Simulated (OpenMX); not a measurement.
Runs of OpenMX 3.8.5 on BAs. The structure is cubic, space group Pm-3m (No. 221). Conventional cell: a = 2.812 Å, b = 2.812 Å, c = 2.812 Å, α = 90.00°, β = 90.00°, γ = 90.00°. Around B (site symmetry m-3m) lie 8 As at 2.44 Å. As (site symmetry m-3m) is surrounded by 8 B at 2.44 Å. The cell was built by a generator and needn't be a form met in nature.

| cell | pressure (GPa) |
| --- | --- |
| Pm-3m, 11.12 Å³/atom | 19.6 |
| Pm-3m, 12.63 Å³/atom | 1.0 |
| Pm-3m, 11.62 Å³/atom | (b) |
| Pm-3m, 12.13 Å³/atom | 5.6 |
| Pm-3m, 13.64 Å³/atom | -6.7 |
| Pm-3m, 13.14 Å³/atom | (a) |

Alike in all rows: task band structure; level PBE; potentials or basis OpenMX 2013 PBE set, B7.0-s2p2d1, As7.0-s3p2d2, grid cutoff 500 Ry; no spin polarisation; k mesh 7 × 7 × 7; smearing fermi-dirac 0.05 eV.

Q: Estimate the missing entries.

A: (a) -3.0; (b) 12.0.

Caveats: the basis has few d functions beyond the semicore shells, which can make volumes several per cent too large; the basis of atomic orbitals isn't converged, which shifts pressures, moduli and gaps.
